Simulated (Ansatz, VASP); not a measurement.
# Cross-check of SiHCF (F-SiC-H chair, 1 layer) between VASP and Ansatz

One calculation is typed for both programs; each brings its own data sets. How far apart do they land? The structure shown is the start of the Ansatz relaxation below; VASP solves that cell, so the two are compared at the walk's first step.

Method: plane waves, with VASP 6.6.1 beside it; single point at PBE, in Ansatz 0.2.0.

**1. Starting point**

The cell holds 4 atoms: 1 H, 1 C, 1 Si and 1 F. Its edges and angles: a = 3.086 Å, b = 3.085 Å, c = 19.373 Å, α = 90.0°, β = 90.0°, γ = 120.0°. Vacuum lies along c.

**2. Ansatz: relaxation, PBE**

Ansatz runs on its default PAW (the set named soft_2) files.

The two programs are compared at the cell with which this relaxation starts, whose forces are those of its first step.

input.yaml

```yaml
crystal:
  lattice:
    - [3.0855, 0.0, 0.0]
    - [-1.54275, 2.6721213834, 0.0]
    - [0.0, 0.0, 19.3733333333]
  atoms:
    - { symbol: H, position: [0.6666666667, 0.3333333333, 0.4129387474] }
    - { symbol: C, position: [0.6666666667, 0.3333333333, 0.4681693049] }
    - { symbol: Si, position: [0.3333333333, 0.6666666667, 0.5003441156] }
    - { symbol: F, position: [0.3333333333, 0.6666666667, 0.5870612526] }
kpoints:
  mp_grid: { grid: [12, 12, 1] }
hamiltonian:
  xc: pbe
scf:
  occupations: { method: fermi_dirac, width: 0.05 }
  convergence: { dr2_threshold: 1.0e-08 }
efield:
  axis: 3
  dipole_correction: true
  ramp_position: 0.97
  ramp_width: 0.04
relax:
  f_tol: 0.01
  cell: { fix: [c, alpha, beta] }
output:
  write_potential: true
  write_density: true
  volumetric_format: npy
```

Command:

```sh
ansatz run input.yaml --threads 2 --pin off --max-ram 4096MiB --backend cpu --events-out ev --progress --plain --runs-dir out
```

Numbers of over 12 decimals in the logs are rounded to 6 here.

Log:

```text
Warning: relax.cell: scf.convergence.dr2_threshold = 1e-8 eV is looser than the 4e-10 eV advised for a relaxation that steers and ends on the stress (1e-10 eV for each atom of the cell: 4). What an SCF threshold leaves in a stress goes as its square root, and in the free energy as the threshold itself, and one threshold admits the most on a small cell: [figures from the program's tests cut] Set scf.convergence.dr2_threshold to 4e-10 eV or tighter. The threshold is an SCF's pass mark: one that does not reach it within its budget of iterations ends unconverged, or closes short of it on a stop that the run arms, and scf.convergence.dr2_threshold's page says what that costs each kind of run
Engine: ansatz 0.2.0, aarch64-unknown-linux-gnu
Pseudopotentials: kind: paw
Pseudopotential: H, paw, valence charge 1, recommended cutoff 420 eV (normal), H.paw.azcp
Pseudopotential: C, paw, valence charge 4, recommended cutoff 420 eV (normal), C.paw.azcp
Pseudopotential: Si, paw, valence charge 4, recommended cutoff 420 eV (normal), Si.paw.azcp
Pseudopotential: F, paw, valence charge 7, recommended cutoff 420 eV (normal), F.paw.azcp
Functional definition: PBE
  parameter kappa = 0.804
  parameter beta = 0.066725
  exchange = pbe_x(kappa = kappa, mu = beta*pi^2/3)
  correlation = pbe_c(beta = beta)
Crystal: 4 atoms, lattice volume = 159.730 Å³
Basis set: ecut = 420 eV, 3125 PW (Γ), exchange–correlation on 48×48×270 points (8 copies of the dense FFT grid, shifted against one another)
Bands: 12, of which v1, the nominal top of the filled ones, is band 8 counted from 1 (7 counted from 0)
Symmetry: 6 space group operations
Space group: P3m1 (ITA 156), of the structure as read, at distance tolerance 5.4e-5 Å
k-points: 19 of 144 (time reversal used)
Non-local potential: H, projectors of the file, l = 0: 2, l = 1: 1
Non-local potential: C, projectors of the file, l = 0: 2, l = 1: 2, l = 2: 1
Non-local potential: Si, projectors of the file, l = 0: 2, l = 1: 2, l = 2: 2
Non-local potential: F, projectors of the file, l = 0: 2, l = 1: 2, l = 2: 1
PAW form: soft (Blöchl's): semilocal exchange-correlation on the pseudo side does not see the compensation charge
PAW one-centre angular grid: H, 110 points (default); XC on 64 Gauss nodes
PAW one-centre angular grid: C, 110 points (default); XC on 64 Gauss nodes
PAW one-centre angular grid: Si, 110 points (default); XC on 64 Gauss nodes
PAW one-centre angular grid: F, 110 points (default); XC on 64 Gauss nodes
Initial density: superposition of atomic densities (neutral atoms: chi_scale 0, normalization atom), corrected by the library's trained network
Initial wavefunctions: pseudopotential atomic-orbital guess
Functional: x = pbe(κ = 0.804, μ = 0.219515), c = pbe(β = 0.066725)
SCF iter   1: F=—  HF=-1712.392553 eV  |F-HF|=—  |Δ(HF+E_count)|=         —  Δρ=1.98e-3  dr2=2.11e-2  ethr=1.77e-3  p=-0.206 e·Å  D=-2.33e-1 V/Å  ΔV_dip=4.52 eV  dr2_dipole=5.72e-4  V_vac-E_F(+/−)=7.29/2.77 eV  ⟨swp⟩=7.9  Hψ=1868  notcnv=0
efield: sawtooth ramp at fractional position 0.9700 (set: `efield.ramp_position`, or a place that a band, a saddle search or an elastic batch's reference lends), width 0.0400; the density the first Hamiltonian is built on has a dipole p = -0.206 e·Å; the dipole correction subtracts the counter field D = -2.33e-1 V/Å, which shifts the + side's vacuum level by +4.52 eV against the − side's; the planar-averaged density in the ramp window peaks in size at 1.3e-5 e/Å³
preconditioner: auto → none  [insulator: Δε(μ)=3.366 eV  Ē_g=11.352 eV  σ=0.050 eV  W_gap=1.00  n_scr=10 (ndim 8)  ℏωp=11.0 eV  f_vac=0.701  D(μ)=0.00/eV (n_scr^D=0)  ε∞_Penn≈1.9]
SCF iter   2: F=—  HF=-1712.395049 eV  |F-HF|=—  |Δ(HF+E_count)|=   2.50e-3  Δρ=1.97e-3  dr2=1.43e-2  ethr=1.32e-4  p=-0.190 e·Å  D=-2.15e-1 V/Å  ΔV_dip=4.17 eV  dr2_dipole=3.77e-3  V_vac-E_F(+/−)=6.85/2.68 eV  ⟨swp⟩=3.6  Hψ=624  notcnv=0
SCF iter   3: F=—  HF=-1712.391499 eV  |F-HF|=—  |Δ(HF+E_count)|=   3.55e-3  Δρ=6.56e-4  dr2=1.28e-3  ethr=8.92e-5  p=-0.211 e·Å  D=-2.39e-1 V/Å  ΔV_dip=4.62 eV  dr2_dipole=1.32e-6  V_vac-E_F(+/−)=7.17/2.55 eV  ⟨swp⟩=3.3  Hψ=441  notcnv=0
SCF iter   4: F=—  HF=-1712.391806 eV  |F-HF|=—  |Δ(HF+E_count)|=   3.07e-4  Δρ=2.96e-4  dr2=1.71e-4  ethr=7.98e-6  p=-0.217 e·Å  D=-2.45e-1 V/Å  ΔV_dip=4.75 eV  dr2_dipole=1.45e-6  V_vac-E_F(+/−)=7.20/2.45 eV  ⟨swp⟩=2.2  Hψ=450  notcnv=0
SCF iter   5: F=—  HF=-1712.391922 eV  |F-HF|=—  |Δ(HF+E_count)|=   1.16e-4  Δρ=8.18e-5  dr2=9.70e-6  ethr=1.07e-6  p=-0.219 e·Å  D=-2.48e-1 V/Å  ΔV_dip=4.80 eV  dr2_dipole=1.20e-7  V_vac-E_F(+/−)=7.22/2.42 eV  ⟨swp⟩=2.1  Hψ=402  notcnv=0
[...]
iter 1 solved again at ethr=1.19e-6 eV; its pass at ethr=3.10e-3 eV (dr2=1.91e-4 eV) is discarded
SCF iter   1: F=—  HF=-1712.561733 eV  |F-HF|=—  |Δ(HF+E_count)|=         —  Δρ=1.12e-5  dr2=5.14e-8  ethr=1.19e-6  p=-0.200 e·Å  D=-2.20e-1 V/Å  ΔV_dip=4.27 eV  dr2_dipole=1.89e-9  V_vac-E_F(+/−)=6.83/2.56 eV  ⟨swp⟩=3.6  Hψ=2555  notcnv=0
efield: sawtooth ramp at fractional position 0.9700 (set: `efield.ramp_position`, or a place that a band, a saddle search or an elastic batch's reference lends), width 0.0400; the density the first Hamiltonian is built on has a dipole p = -0.200 e·Å; the dipole correction subtracts the counter field D = -2.20e-1 V/Å, which shifts the + side's vacuum level by +4.27 eV against the − side's; the planar-averaged density in the ramp window peaks in size at 4.6e-6 e/Å³
eigensolver tolerance schedule: the retry pair's looser diagonalisation over-reported the residual by 3705.43 of it (diagonalisation noise at an unbounded share of the residual, at the tolerance the schedule requests for it); recorded, not acted on — ethr = c·dr2/N_el stays at c = 1.0e-1
preconditioner: auto → none  [insulator: Δε(μ)=3.535 eV  Ē_g=11.596 eV  σ=0.050 eV  W_gap=1.00  n_scr=10 (ndim 8)  ℏωp=10.8 eV  f_vac=0.710  D(μ)=0.00/eV (n_scr^D=0)  ε∞_Penn≈1.9]
SCF iter   2: F=—  HF=-1712.561475 eV  |F-HF|=—  |Δ(HF+E_count)|=   2.58e-4  Δρ=7.95e-6  dr2=8.24e-8  ethr=3.22e-10  p=-0.200 e·Å  D=-2.20e-1 V/Å  ΔV_dip=4.27 eV  dr2_dipole=7.01e-9  V_vac-E_F(+/−)=6.83/2.56 eV  ⟨swp⟩=3.6  Hψ=572  notcnv=0
iter 3 met the thresholds in force, and the SCF goes on: an eigenvalue changes by 40.25 meV, over its tolerance of 3.16 meV (output.eigenvalues, Limitations)
SCF iter   3: F=-1712.561487 eV  HF=-1712.561479 eV  |F-HF|=8.01e-6  |Δ(HF+E_count)|=   3.76e-6  Δρ=3.89e-6  dr2=6.54e-9  ethr=6.25e-11  p=-0.200 e·Å  D=-2.20e-1 V/Å  ΔV_dip=4.27 eV  dr2_dipole=2.33e-11  V_vac-E_F(+/−)=6.83/2.56 eV  ⟨swp⟩=10.5  Hψ=1971  notcnv=0
iter 4 met the thresholds in force, and the SCF goes on: an eigenvalue changes by 19.98 meV, over its tolerance of 3.16 meV (output.eigenvalues, Limitations)
SCF iter   4: F=-1712.561487 eV  HF=-1712.561484 eV  |F-HF|=2.96e-6  |Δ(HF+E_count)|=   5.06e-6  Δρ=1.95e-6  dr2=2.61e-9  ethr=4.09e-11  p=-0.200 e·Å  D=-2.20e-1 V/Å  ΔV_dip=4.27 eV  dr2_dipole=3.42e-10  V_vac-E_F(+/−)=6.83/2.56 eV  ⟨swp⟩=9.3  Hψ=1775  notcnv=0
Mixer restart at iter 4: flushing history
SCF iter   5: F=-1712.561487 eV  HF=-1712.561487 eV  |F-HF|=1.79e-8  |Δ(HF+E_count)|=   2.97e-6  Δρ=2.16e-6  dr2=1.61e-8  ethr=1.63e-11  p=-0.200 e·Å  D=-2.20e-1 V/Å  ΔV_dip=4.27 eV  dr2_dipole=2.82e-9  V_vac-E_F(+/−)=6.83/2.56 eV  ⟨swp⟩=3.2  Hψ=459  notcnv=0  κ⁻¹=1.0e0(r=1)
SCF iter   6: F=-1712.561487 eV  HF=-1712.561487 eV  |F-HF|=1.93e-10  |Δ(HF+E_count)|=   4.36e-9  Δρ=3.25e-7  dr2=1.90e-10  ethr=1.63e-11  p=-0.200 e·Å  D=-2.20e-1 V/Å  ΔV_dip=4.27 eV  dr2_dipole=2.10e-11  V_vac-E_F(+/−)=6.83/2.56 eV  ⟨swp⟩=9.1  Hψ=1783  notcnv=0
SCF 8 converged in 6 iterations: F = -1712.561487 eV  dr2 = 1.90e-10
relax step   8: F+E_penalty+E_count = -1712.56148698 eV  Δ(F+E_penalty+E_count) = -1.618e-4 eV  max|allowed force component| = 8.544e-3 eV/Å  Δτ_max = 0.0000 Å  P = +0.010 GPa  Ω = 164.316 Å³  fix = [c, alpha, beta]  reactions: c -0.003 GPa  stress off target by 1.70e-2 GPa on what of the cell is left free  SCF on the basis re-selected at this cell (its energy is not comparable with the rows above)  (6 SCF iters)
basis re-selected at this cell: Δ(F+E_penalty+E_count) = -1.618e-4 eV, ΔP = +0.001 GPa vs the last step (what re-selecting the basis moved, of the pressure what is left beyond the Pulay correction that the steps carried, after the strain that the cell walked since its last selection, with what the two solves' SCF thresholds leave and, on support functions, any second-order correction that the steps lacked; it is no m [...]
WARN: The output density's exchange-correlation potential varies sharply where the density is thin. Do not read a vacuum level from v_tot or v_xc, or from such a field of the output density. On a cell that repeats whose density bears no net charge and no dipole along the vacuum's axis use v_es (v_loc + v_h of the components); under efield.dipole_correction with no amplitude use v_es + v_field, which holds any externa [...]
SCF converged after 6 iterations
an eigenvalue changed by more than its tolerance at an iteration that met the thresholds in force, so the SCF went on 2 times, its first undamped step at iteration 4: the last check found none over its tolerance
Free energy (F): -1712.561487 eV
Harris-Foulkes:  -1712.561487 eV  (|F-HF|=1.93e-10)
Internal energy: -1712.561487 eV  (E = F + TS)
E sigma→0 (E₀):  -1712.561487 eV
Fermi energy:    -2.065702 eV
Dipole field:    D = -0.220295 V/Å  (p = -0.200042 e·Å, saw-weighted, corrected)
Work function:   Φ+ = 6.8308 eV   Φ− = 2.5630 eV
Levels:          The Fermi level and band energies are counted from a zero that moves with the ramp; work functions are not
--- Per-component energies (eV) ---
  E_band       = -176.982389
  E_kinetic    = 355.284791
  E_local      = -6373.456277  (includes V_loc(G=0)·N_el)
  E_nonlocal   = 126.304513
  E_hartree    = 3005.191935
  E_xc         = -193.255135
  E_vxc        = -221.774540  (∫ρ·V_xc dr)
  E_paw        = -813.215892  (= ΣΔE_a)
  E_vpaw       = -76.073008  (= ΣTr[D̂ρ^β])
  E_aug_tail   = 0.000790  (compensation charges beyond the density's cutoff)
  E_efield     = 0.022034  (sawtooth field / dipole correction)
  E_vefield    = 2.346831  (∫n·V_field dr)
  E_ewald      = 2180.561754
  E_smearing   = -0.000000  (= −TS)
  E_closure    = -0.000000  (closes the sum)
  Σ components = -1712.561487   (vs F -1712.561487, Δ=0.00e0)
--- Forces (eV/Å), atoms counted from 1 ---
  atom   1  H      0.00000000     0.00000000     0.00111138
  atom   2  C     -0.00000000     0.00000000    -0.00711676
  atom   3  Si     0.00000000    -0.00000000     0.00854784
  atom   4  F     -0.00000000    -0.00000000    -0.00252776
  max |Σ_I F_I| component: 1.47e-5 eV/Å
--- Stress (GPa, compression-positive) ---
        0.017047       0.000000       0.000000
        0.000000       0.017047       0.000000
        0.000000       0.000000      -0.002980
  P = ⅓ Tr σ = 0.0104 GPa (0.104 kbar)
--- Band table (eV; the first three rows and the last of 19) ---
  k-point 0: bands = [... 4 lower, -6.9120, -6.9120, -3.8478, -3.8478, -0.3129, 1.1706, 1.5171, 2.6682]
  k-point 1: bands = [... 4 lower, -6.9577, -6.9400, -4.3682, -3.9710, -0.1773, 1.3126, 1.8245, 2.8432]
  k-point 2: bands = [... 4 lower, -7.0806, -7.0176, -5.4686, -4.2720, 0.2171, 1.7156, 2.0664, 3.2305]
  k-point 18: bands = [... 4 lower, -8.6202, -8.0390, -6.8746, -6.4438, 2.9130, 3.2933, 4.6409, 5.6905]
--- Relaxed structure (6 steps of the walk, 6 accepted, 2 SCFs on fresh bases) ---
  F+E_penalty+E_count = -1712.56148698 eV   max|allowed force component| = 8.544e-3 eV/Å   (the final SCF, on the basis selected at the relaxed cell)
  cell:  # Å, volume = 164.3155 Å³
    - [3.129477, 0, 0]
    - [-1.564739, 2.710207, 0]
    - [0, 0, 19.3733333333]
  atoms:
    - { symbol: H, position: [0.666667, 0.333333, 0.414206] }
    - { symbol: C, position: [0.666667, 0.333333, 0.471362] }
    - { symbol: Si, position: [0.333333, 0.666667, 0.500236] }
    - { symbol: F, position: [0.333333, 0.666667, 0.582709] }
```

[end of part 1 of 2]

[Lines on the potential files, build, host, timing and source positions are cut from VASP's logs without a mark.]

[Logs are printed without paths, hosts, clocks, repeated set-up lines and the standing remarks that a program may print on its own settings, such as how far it seeks lower states.]

[Hosts, paths, dates, database ids (printed as entryN), source tags and the programs' standing remarks are cut or masked in the printed files.]
